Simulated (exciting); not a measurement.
A run of exciting (release sodium) is set up as follows.

Contents of input.xml:

```xml
<input>
  <title>Ti</title>
  <structure speciespath="./" tshift="false">
    <crystal scale="1">
      <basevect>-3.101040570511 3.101040570511 3.101040570511</basevect>
      <basevect>3.101040570511 -3.101040570511 3.101040570511</basevect>
      <basevect>3.101040570511 3.101040570511 -3.101040570511</basevect>
    </crystal>
    <species speciesfile="Ti.xml" rmt="2">
      <atom coord="0.000000000000 0.000000000000 0.000000000000"/>
    </species>
  </structure>
  <groundstate do="fromscratch" ngridk="11 11 11" rgkmax="9" gmaxvr="14" lmaxapw="10" lmaxmat="10" lmaxvr="8" xctype="GGA_PBE" stype="Gaussian" swidth="0.00055124" nempty="12" ValenceRelativity="iora*" epsengy="1e-05" epspot="1e-05" maxscl="60" tforce="true" outputlevel="normal"/>
  <properties>
    <chargedensityplot>
      <plot3d>
        <box grid="15 15 15">
          <origin coord="0 0 0"/>
          <point coord="1 0 0"/>
          <point coord="0 1 0"/>
          <point coord="0 0 1"/>
        </box>
      </plot3d>
    </chargedensityplot>
    <elfplot>
      <plot3d>
        <box grid="15 15 15">
          <origin coord="0 0 0"/>
          <point coord="1 0 0"/>
          <point coord="0 1 0"/>
          <point coord="0 0 1"/>
        </box>
      </plot3d>
    </elfplot>
    <exccplot>
      <plot3d>
        <box grid="15 15 15">
          <origin coord="0 0 0"/>
          <point coord="1 0 0"/>
          <point coord="0 1 0"/>
          <point coord="0 0 1"/>
        </box>
      </plot3d>
    </exccplot>
  </properties>
</input>
```

Potentials or basis: all-electron LAPW+lo, shipped species files, valence relativity iora*.

Run with:

```bash
$ OMP_NUM_THREADS=1 exciting_smp
```

Question: Estimate the band gap on the k mesh.

Answer: None (metal or under the smearing width).
